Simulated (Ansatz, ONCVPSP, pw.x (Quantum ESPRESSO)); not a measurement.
## B: one change to the ONCV potential, in the atom and in the bcc crystal

```
Element                 : boron (B)
Generator               : ONCVPSP 4.0.1.1 (patched build)
Type                    : optimised norm-conserving Vanderbilt (ONCV)
Functional              : PBE
Relativity              : scalar-relativistic
Frozen core             : [He]
Valence charge          : 3
Reference configuration : 2s2 2p1
Partial waves           : 2s: rc 1.70 bohr, ncon 3, nbas 6, qcut 4 1/bohr, 2 projectors, debl 3.1 Ha; 2p: rc 3.00 bohr, ncon 4, nbas 7, qcut 5 1/bohr, 2 projectors, debl 2.2 Ha; d scattering state at 0.25 Ha: rc 3.20 bohr, ncon 4, nbas 9, qcut 3.6 1/bohr, 2 projectors, debl 2.5 Ha
Local potential         : polynomial inside 1.55 bohr (lpopt 4, dvloc0 -1 Ha)
Core correction         : none
```

Change: p: ncon 5, nbas 8.

Cutoffs, loose and tight: the cutoffs (Ha) at which the residual kinetic energy of the hardest occupied pseudo-wave falls to 1 and 0.1 mHa per electron. They do not see the model core or the augmentation charge, which bear on the density cutoff. Test errors are all-electron minus pseudo excitation energies from the reference, over the configurations 2s2 2p0; 2s1 2p0; 2s2 2p0.5; 2s1 2p1; variants that change the core or the reference have their own tests.

Crystal test: bcc B in pw.x 7.5, no spin, 18³ k-points, Fermi–Dirac smearing 0.01 Ry, cutoffs set for each file from its atomic test. The reference is all-electron LAPW (Ansatz 0.2.0) with the same functional, mesh and smearing; V0 and B0 come from Birch–Murnaghan fits to the pressures at five volumes. Errors are pseudo minus all-electron; Δ is the rms difference of the E(V) curves that follow from these fits, minima aligned, over ±6 % about the mean V0. Mesh and smearing are coarse, so the numbers serve the comparison and aren't converged zero-temperature values; the lattice is a test structure that the element need not adopt.

All-electron: a0 = 2.308 Å (V0 = 6.15 Å³/atom), B0 = 225.7 GPa.

Q: Does the change bring the crystal closer to the all-electron result?

A: The mean pressure error goes from -37.67 to -28.41 GPa, so the change moves the solid closer to the all-electron pressures. Neither pressure curve crosses zero within the volumes sampled, so no fits are given.

| quantity | base | changed |
| --- | --- | --- |
| outcome (atom) | generated | generated |
| cutoff, loose (atom) | 7.1 Ha | 7.6 Ha |
| cutoff, tight (atom) | 27 Ha | 27 Ha |
| bound ghosts (atom) | none | none |
| largest test error (meV) (atom) | +231 | +191 |
| cutoffs in pw.x (Ry) | 65/260 | 65/260 |
| mean pressure error (GPa) | -37.67 | -28.41 |

Base: The largest radius (3.20 bohr) exceeds half the bond length (1.89 bohr), so the spheres overlap, which is one possible source of error among others. This is a poor potential for the solid. The cutoffs count occupied waves only; projector 2 of the s channel, the hardest unoccupied one, needs 21 Ha at the loose tolerance. Changed file: The largest radius (3.20 bohr) exceeds half the bond length (1.89 bohr), so the spheres overlap, which is one possible source of error among others. This is a poor potential for the solid. The cutoffs count occupied waves only; projector 2 of the s channel, the hardest unoccupied one, needs 21 Ha at the loose tolerance.
